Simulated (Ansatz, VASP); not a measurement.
## One calculation of HgSe, two programs

```xyz
2
Lattice="0.0000 3.0913 3.0913 3.0913 0.0000 3.0913 3.0913 3.0913 0.0000" Properties=species:S:1:pos:R:3 pbc="T T T"
Hg    0.0000    0.0000    0.0000
Se    4.6370    4.6370    4.6370
```

Alike in both runs: task single point; functional r2SCAN; k mesh 12 × 12 × 12; occupations gaussian, width 0.15 eV; no spin polarisation.

|  | VASP | Ansatz |
| --- | --- | --- |
| version | VASP 6.6.1 | Ansatz 0.2.0 |
| potentials or method | VASP PAW PBE potentials, release 64 (Hg, Se) | scalar-relativistic, plane waves, PAW |
| plane-wave cutoff (eV) | 520 | 500 |
| valence electrons in the cell | 18 | 36 |

Ansatz gave:

| Property | Result |
| --- | --- |
| gap on the k mesh at the Fermi level (eV) | none |
| pressure (GPa) | 0.0 |

Which values does VASP return?

gap on the k mesh at the Fermi level (eV): none; pressure (GPa): 0.2.

A gap of «none» marks a metal or a gap that the smearing closes. With one functional, cell and mesh, what is left measures potentials, basis and numerics. The two sets of potentials don't hold the same shells in valence.

Caveats: the PAW data sets were made with another functional, which shifts forces and pressure a little (VASP). The runs have no spin-orbit coupling, so splittings on Hg are missing.
